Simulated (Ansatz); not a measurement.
## P under changes of volume

One of the cells (20.458 Å³/atom); the others are scaled copies at fixed shape and fractional positions:

```
P
1.0
     1.64774   -5.46504    0.00000
     1.64774    5.46504    0.00000
     0.00000    0.00000    4.54364
P
4
Direct
  0.90414 0.09586 0.58882
  0.09586 0.90414 0.41118
  0.59586 0.40414 0.08882
  0.40414 0.59586 0.91118
```

| Property | Result |
| --- | --- |
| Program | Ansatz 0.2.0 |
| Functional | LDA |
| Potentials or basis | all-electron LAPW, scalar-relativistic |
| Cutoff | 223 eV (chosen from the basis error) |
| Basis error allowed | 0.002 eV/atom |
| k mesh | 8 × 8 × 6 |
| Occupations | fermi-dirac, width 0.05 eV |
| Spin | no spin polarisation |

```csv
volume (Å³/atom),energy over the lowest point (meV/atom),pressure (GPa),gap on the mesh (eV),largest force (eV/Å)
19.230,5.88,3.0,0.08,0.743
19.639,?,?,?,?
20.049,0.00,-0.5,0.05,0.359
20.458,3.36,-2.0,0.02,0.197
20.867,10.36,-3.4,0.01,0.104
21.276,20.61,-4.6,0.05,0.181
21.685,33.77,-5.7,0.08,0.308
```

Problem. What does the run at 19.639 Å³/atom give?

Solution. Energy over the lowest point 0.68 meV/atom; pressure 1.1 GPa; gap on the mesh 0.06 eV; largest force 0.542 eV/Å.

Worked out: A Birch-Murnaghan fit of order 3 (a polynomial in V^(-2/3)) to the other rows has its minimum at 19.91 Å³/atom with B0 = V·E''(V) = 80 GPa and B' = 4.3 at fixed shape and positions, which overstates the stiffness. It gives 0.68 meV/atom at 19.639 Å³/atom, against the run's 0.68, and -dE/dV = 1.1 GPa, against 1.1.

Energies are extrapolated to zero smearing.

A mesh can miss the band edges.
